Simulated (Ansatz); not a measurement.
A run of Ansatz 0.2.0 is set up as follows.

The input input.yaml:

```yaml
crystal:
  lattice:
    - [3.335484782, 0.0, 0.0]
    - [-1.667742391, 2.8886145552, 0.0]
    - [0.0, 0.0, 5.50914292]
  atoms:
    - { symbol: In, position: [0.6666666667, 0.3333333333, 0.75] }
    - { symbol: In, position: [0.3333333333, 0.6666666667, 0.25] }
kpoints:
  mp_grid: { grid: [9, 9, 5] }
  band_path:
    path:
      - [0.0, 0.0, 0.0]
      - [0.5, 0.0, 0.0]
      - [0.3333333333, 0.3333333333, 0.0]
      - [0.0, 0.0, 0.0]
      - [0.0, 0.0, 0.5]
      - [0.5, 0.0, 0.5]
      - [0.3333333333, 0.3333333333, 0.5]
      - [0.0, 0.0, 0.5]
    npoints: 8
scf:
  occupations: { method: fermi_dirac, width: 0.05 }
hamiltonian:
  xc: pbesol
  pseudopotentials: { kind: all_electron, datasets: crystal }
output:
  forces: true
  stress: true
  eigenvalues: true
```

Potentials or basis: all-electron PAW datasets made for the crystal.

Command:

```bash
$ ansatz run input.yaml --threads 1 --pin off --max-ram 3072MiB --backend cpu --events-out ev --progress --plain --runs-dir out
```

Question: Predict the pressure.

Answer: -1.4 GPa.

Question: What does it give for the band gap along the path?

Answer: None (metal or under the smearing width).

Levels at the corners of the path, in eV from the Fermi level:
```
point  band 9  band 10  band 11  band 12  band 13  band 14  band 15  band 16  band 17  band 18
    Γ  -14.28   -14.28    -9.51    -4.50    -3.41     8.32     8.32    10.13    10.13    10.23
    M  -14.26   -14.24    -4.87    -4.16     0.03     0.27     0.86     2.86     4.04     7.49
    K  -14.31   -14.30    -3.37    -3.37    -1.82     1.82     1.82     2.20     2.61     2.61
    Γ  -14.28   -14.28    -9.51    -4.50    -3.41     8.32     8.32    10.13    10.13    10.23
    A  -14.35   -14.35    -8.16    -8.16     2.85     2.85     9.32     9.32     9.32     9.32
    L  -14.25   -14.25    -3.61    -3.61    -2.68    -2.68     5.55     5.55     6.01     6.01
    H  -14.28   -14.28    -2.48    -2.48    -1.37    -1.37    -0.44    -0.44     7.29     7.29
    A  -14.35   -14.35    -8.16    -8.16     2.85     2.85     9.32     9.32     9.32     9.32
```

Caveat: spin-orbit coupling is left out, which moves the levels of the heavy elements.
